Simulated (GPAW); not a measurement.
# HgTe (Coloradoite) (F-43m) in GPAW: notebook, part 2 of 2

GPAW 26.7.0. Earlier steps stand in the parts before.

## Step 3: Band structure, SCAN, spin-orbit coupling, no magnetisation

run.py

```python
import numpy as np
from ase.dft.bandgap import bandgap
from ase.io import read, write
from ase.units import GPa
from gpaw import GPAW, PW
from gpaw.spinorbit import soc_eigenstates

atoms = read('HgTe.xyz')

calc = GPAW(mode=PW(600),
            xc='MGGA_X_SCAN+MGGA_C_SCAN',
            kpts={'size': (6, 6, 6), 'gamma': True},
            occupations={'name': 'fermi-dirac', 'width': 0.05},
            nbands=18,
            convergence={'density': 1e-05, 'energy': 1e-05},
            maxiter=150,
            txt='gpaw.txt')
atoms.calc = calc
energy = atoms.get_potential_energy()
forces = atoms.get_forces()
stress = atoms.get_stress()
calc.write('gs.gpw')
write('result.traj', atoms)
print(f'Energy: {energy:.6f} eV')
print('Forces (eV/A):')
print(forces.round(4))
print('Stress (GPa):', (stress / GPa).round(3))
print('Fermi level:', round(calc.get_fermi_level(), 4), 'eV')
print(f'Gap: {bandgap(calc)[0]:.4f} eV, direct: {bandgap(calc, direct=True)[0]:.4f} eV')

path = atoms.cell.bandpath('GXWKGLUWLK,UX', npoints=100, eps=1e-4)
bs_calc = calc.fixed_density(kpts=path, symmetry='off', nbands=31,
                             convergence={'bands': 'CBM+6.0', 'eigenstates': 1e-6}, txt='bands.txt')
bs = bs_calc.band_structure()
bs.write('bs.json')
print(f'Gap on the path: {bandgap(bs_calc)[0]:.4f} eV')

soc = soc_eigenstates(bs_calc, theta=54.7, phi=45, ignore_xc_potential=True)
np.savetxt('soc_bands.dat', soc.eigenvalues(), fmt='%.4f')
mesh = soc_eigenstates('gs.gpw', theta=54.7, phi=45, ignore_xc_potential=True)
np.savetxt('soc_mesh.dat', mesh.eigenvalues(), fmt='%.4f')
print('Fermi level with spin-orbit coupling:', round(mesh.fermi_level, 4), 'eV')
```

HgTe.xyz

```xyz
2
Lattice="0.0000000000 3.2145000000 3.2145000000 3.2145000000 0.0000000000 3.2145000000 3.2145000000 3.2145000000 0.0000000000" Properties=species:S:1:pos:R:3 pbc="T T T"
Hg     0.0000000000      0.0000000000      0.0000000000
Te     4.8217500000      4.8217500000      4.8217500000
```

Potentials or basis: GPAW PAW data sets (gpaw-data 1.2.1), pw.

Command:

```sh
$ OMP_NUM_THREADS=1 python run.py
```

gpaw.txt:

```text
__  _  _
 | _ |_)|_||  |
 |__||  | ||/\| - 26.7.0

Input parameters:
  mode=PW(ecut=600.0),
  convergence={'density': 1e-05, 'energy': 1e-05},
  kpts=MonkhorstPack(size=(6, 6, 6), gamma=True),
  maxiter=150,
  nbands=18,
  occupations=Occupations(name='fermi-dirac', width=0.05),
  xc=XC(name='MGGA_X_SCAN+MGGA_C_SCAN')

Diagonalizing LCAO Hamiltonian
Converting LCAO to pw mode

                      Te

       Hg

Atoms  # Å, Bohr magnetons
|   | symbol |        x |        y |        z |    initial magnetic moments |
|---|--------|----------|----------|----------|-----------------------------|
| 0 |     Hg | 0.000000 | 0.000000 | 0.000000 | ( 0.0000,  0.0000,  0.0000) |
| 1 |     Te | 4.821750 | 4.821750 | 4.821750 | ( 0.0000,  0.0000,  0.0000) |

Unit cell  # Å
| periodic |        x |        y |        z |  lengths |    angles |
|----------|----------|----------|----------|----------|-----------|
|      yes | 0.000000 | 3.214500 | 3.214500 | 4.545989 | 60.000000 |
|      yes | 3.214500 | 0.000000 | 3.214500 | 4.545989 | 60.000000 |
|      yes | 3.214500 | 3.214500 | 0.000000 | 4.545989 | 60.000000 |

Number of symmetries: 24
Symmetry operations  # r_c * U_cc + t_c -> r_c
|    | kind |            matrix            |
|----|------|------------------------------|
|  0 |  E   |  1, 0, 0,  0, 1, 0,  0, 0, 1 |
|  1 |  σ   |  1, 0, 0,  0, 0, 1,  0, 1, 0 |
|  2 |  σ   |  1, 0,-1,  0, 1,-1,  0, 0,-1 |
|  3 |  C3  |  1, 0,-1,  0, 0,-1,  0, 1,-1 |
|  4 |  C3  |  1,-1, 0,  0,-1, 1,  0,-1, 0 |
|  5 |  σ   |  1,-1, 0,  0,-1, 0,  0,-1, 1 |
|  6 |  σ   |  0, 1, 0,  1, 0, 0,  0, 0, 1 |
|  7 |  C3  |  0, 1, 0,  0, 0, 1,  1, 0, 0 |
|  8 |  C2  |  0, 1,-1,  1, 0,-1,  0, 0,-1 |
|  9 |  S4  |  0, 1,-1,  0, 0,-1,  1, 0,-1 |
| 10 |  C3  |  0, 0, 1,  1, 0, 0,  0, 1, 0 |
| 11 |  σ   |  0, 0, 1,  0, 1, 0,  1, 0, 0 |
| 12 |  S4  |  0, 0,-1,  1, 0,-1,  0, 1,-1 |
| 13 |  C3  |  0, 0,-1,  0, 1,-1,  1, 0,-1 |
| 14 |  S4  |  0,-1, 1,  1,-1, 0,  0,-1, 0 |
| 15 |  C2  |  0,-1, 1,  0,-1, 0,  1,-1, 0 |
| 16 |  C3  |  0,-1, 0,  1,-1, 0,  0,-1, 1 |
| 17 |  S4  |  0,-1, 0,  0,-1, 1,  1,-1, 0 |
| 18 |  S4  | -1, 1, 0, -1, 0, 1, -1, 0, 0 |
| 19 |  C3  | -1, 1, 0, -1, 0, 0, -1, 0, 1 |
| 20 |  C3  | -1, 0, 1, -1, 1, 0, -1, 0, 0 |
| 21 |  S4  | -1, 0, 1, -1, 0, 0, -1, 1, 0 |
| 22 |  σ   | -1, 0, 0, -1, 1, 0, -1, 0, 1 |
| 23 |  C2  | -1, 0, 0, -1, 0, 1, -1, 1, 0 |

BZ-sampling:
  Number of BZ points: 216
  Number of IBZ points: 16

  Monkhorst-Pack size: [6, 6, 6]
  Monkhorst-Pack shift: [0.08333333333333333, 0.08333333333333333, 0.08333333333333333]

K-points  # in reciprocal-cell coordinates
|     |                                coordinates |     weight |
|-----|--------------------------------------------|------------|
|   0 | (  0.00000000,   0.00000000,   0.00000000) | 0.00462963 |
|   1 | (  0.16666667,   0.16666667,   0.00000000) | 0.02777778 |
|   2 | (  0.16666667,   0.16666667,   0.16666667) | 0.03703704 |
|   3 | (  0.33333333,   0.16666667,   0.16666667) | 0.05555556 |
|   4 | (  0.33333333,   0.33333333,  -0.33333333) | 0.05555556 |
|   5 | (  0.33333333,   0.33333333,   0.00000000) | 0.02777778 |
|   6 | (  0.33333333,   0.33333333,   0.16666667) | 0.11111111 |
|   7 | (  0.33333333,   0.33333333,   0.33333333) | 0.03703704 |
|   8 | (  0.50000000,   0.33333333,  -0.33333333) | 0.11111111 |
|   9 | (  0.50000000,   0.33333333,  -0.16666667) | 0.05555556 |
| ... |                                            |            |
|  15 | (  0.50000000,   0.50000000,   0.50000000) | 0.01851852 |

Plane wave coefficients: 2252
Cutoff: 600.0 eV

Spin-components: 1 (collinear spins)
Bands:           18
Projectors:      11
Spin-degeneracy: 2
Datatype:        complex128

Parallelization:
  kpt:    1
  domain: 1
  band:   1

Density:
  Valence electrons: 24.0
  Components: 1
  Grid points: [27 27 27]
  Charge: 0.0  # |e|

Potential:
  Grid points: [27 27 27]

species:
  Hg:
    name:    Mercury
    Z:       80.0
    valence: 18
    core:    62
    charge:  0.0  # [|e|]
    compensation charges:
      type: gauss
      rc: 0.41  # [Å]
      lmax: 2
    cutoffs:
      filter: 2.17  # [Å]
      core: 2.06  # [Å]
    projectors
    | kind |    occ | energy [eV] | rcut [Å] |
    |------|--------|-------------|----------|
    |   6s |  2.000 |      -6.783 |    1.307 |
    |   5p |  6.000 |     -66.572 |    1.291 |
    |   6p |  0.000 |      -1.056 |    1.291 |
    |   5d | 10.000 |      -9.891 |    1.302 |
    |    s |        |      20.429 |    1.307 |
    |    d |        |      17.320 |    1.302 |

    Using partial waves for Hg as LCAO basis

  Te:
    name:    Tellurium
    Z:       52.0
    valence: 6
    core:    46
    charge:  0.0  # [|e|]
    compensation charges:
      type: gauss
      rc: 0.36  # [Å]
      lmax: 2
    cutoffs:
      filter: 2.09  # [Å]
      core: 3.17  # [Å]
    projectors
    | kind |    occ | energy [eV] | rcut [Å] |
    |------|--------|-------------|----------|
    |   5s |  2.000 |     -15.089 |    1.180 |
    |   5p |  4.000 |      -5.955 |    1.196 |
    |    s |        |      12.123 |    1.180 |
    |    p |        |      21.256 |    1.196 |
    |    d |        |       0.000 |    1.238 |

    Using partial waves for Te as LCAO basis

Reference energy: -717946.462161  # eV

eigensolver:
  PPCG
  Converge bands: occupied
  niter=2

density mixing:
  MSR1-Mixer
  Pratt-step length: 0.05
  Maximum mixing coefficient: 0.75
  Old densities: 10
  SVD Regularization: 0.005
  Good broyden scale: 1.0
  Trust region scale: 1.0
  Backstep threshold: 4.0
  History deletion threshold: 6.0
  Fourier metric: weight=20.0, sigma=0.015

occupation numbers:
  Fermi-Dirac:
    width: 0.0500  # eV

poisson solver:
  ecut: 4800.0  # eV

xc functional:
  name: MGGA_X_SCAN+MGGA_C_SCAN with 2 nearest neighbor stencil

convergence criteria:
- Maximum integral of absolute [dens]ity change: 1e-05 electrons / valence electron
- Maximum [total energy] change in last 3 cyles: 1e-05 eV / valence electron
- Maximum integral of absolute [eigenst]ate change: 4e-08 eV^2 / valence electron
maximum number of iterations: 150

SCF iterations
|iter     | |      energy | eigst |  dens |
|---------|-|-------------|-------|-------|
|iter:   1| |  -75.496910 | -0.01 |       |
|iter:   2| |  -71.474674 | -1.24 | -1.46 |
|iter:   3| |  -71.357566 | -2.14 | -1.52 |
|iter:   4| |  -71.325854 | -2.06 | -1.70 |
|iter:   5| |  -71.338950 | -2.58 | -1.98 |
|iter:   6| |  -71.343051 | -3.21 | -2.50 |
|iter:   7| |  -71.343053 | -4.05 | -2.76 |
|iter:   8| |  -71.342912c| -5.09 | -2.84 |
|iter:   9| |  -71.342872c| -4.94 | -3.06 |
|iter:  10| |  -71.342879c| -5.87 | -3.60 |
|iter:  11| |  -71.342882c| -6.57 | -4.20 |
|iter:  12| |  -71.342882c| -7.59c| -4.90 |
|iter:  13| |  -71.342882c| -7.63c| -5.35c|

Converged in 13 steps
Energy contributions relative to reference atoms: (reference = -717946.462161)

Energy contributions:
  Kinetic:          37.891615
  Coulomb:         -32.118778
  Zero:             -2.201769
  External:          0.000000
  Xc:              -74.913487
  Entropy:          -0.000927
  Spinorbit:         0.000000
  ----------------------------
  Free energy:     -71.343346
  Extrapolated:    -71.342882

dipole moment: (-17.477017, -17.477017, -17.477017)  # |e|*Ang

Fermi level: 4.555
Eigenvalues  # (at kpt = [0.000, 0.000, 0.000])
| band index |      eig [eV] | occ [0-2] |
|------------|---------------|-----------|
|          0 |       -60.699 |     2.000 |
|        ... |               |           |
|          5 |        -3.369 |     2.000 |
|          6 |        -3.369 |     2.000 |
|          7 |        -2.781 |     2.000 |
|          8 |        -2.781 |     2.000 |
|          9 |         3.761 |     2.000 |
|         10 |         4.520 |     1.342 |
|         11 |         4.520 |     1.342 |
|         12 |         4.520 |     1.341 |
|         13 |         8.761 |     0.000 |
|         14 |         8.762 |     0.000 |
|         15 |         8.762 |     0.000 |
|         16 |        11.132 |     0.000 |
|         17 |        14.641 |     0.000 |

No gap
No difference between direct/indirect transitions

Forces  # eV/Ang
|        x |        y |        z |
|----------|----------|----------|
| -0.00000 | -0.00000 | -0.00000 |  # Hg   0
|  0.00000 |  0.00000 | -0.00000 |  # Te   1

Stress tensor  # eV/Ang^3
|         x |         y |         z |
|-----------|-----------|-----------|
| -0.007757 |  0.000000 |  0.000000 |
|  0.000000 | -0.007757 |  0.000000 |
|  0.000000 |  0.000000 | -0.007757 |

# Writing to gs.gpw (mode='')
```

Wall time 2.8 min (1 thread of Intel Xeon 6975P-C (Granite Rapids), shared host); peak memory 0.53 GiB.

What came out:

* Free energy: -71.3433 eV
* Pressure: 1.2 GPa
* Band gap along the path: none (metal or under the smearing width)

Levels at the corners of the path, in eV from the Fermi level:
```csv
point,band 20,band 21,band 22,band 23,band 24,band 25,band 26,band 27,band 28,band 29
Γ,-1.09,-0.89,-0.89,-0.01,-0.01,-0.01,-0.01,3.01,3.01,4.48
X,-6.08,-2.88,-2.88,-2.74,-2.74,1.62,1.62,2.17,2.17,8.13
W,-6.13,-3.42,-3.16,-3.04,-2.98,2.70,3.19,4.39,4.46,4.62
K,-6.00,-3.50,-3.49,-2.39,-2.35,1.88,2.05,3.77,3.84,6.54
Γ,-1.09,-0.89,-0.89,-0.01,-0.01,-0.01,-0.01,3.01,3.01,4.48
L,-6.20,-1.73,-1.73,-1.08,-1.08,0.34,0.34,4.54,4.54,5.14
U,-6.00,-3.50,-3.49,-2.39,-2.35,1.88,2.05,3.77,3.84,6.54
W,-6.13,-3.42,-3.16,-3.04,-2.98,2.70,3.19,4.39,4.46,4.62
L,-6.20,-1.73,-1.73,-1.08,-1.08,0.34,0.34,4.54,4.54,5.14
K,-6.00,-3.50,-3.49,-2.39,-2.35,1.88,2.05,3.77,3.84,6.54
U,-6.00,-3.50,-3.49,-2.39,-2.35,1.88,2.05,3.77,3.84,6.54
X,-6.08,-2.88,-2.88,-2.74,-2.74,1.62,1.62,2.17,2.17,8.13
```

Caveat: spin-orbit coupling was added after a scalar SCF, so levels and gaps hold it while energy, forces, pressure and moments don't; this program's spin-orbit splittings come out too wide for heavy elements; the PAW data sets were made with another functional, which shifts forces and pressure a little.
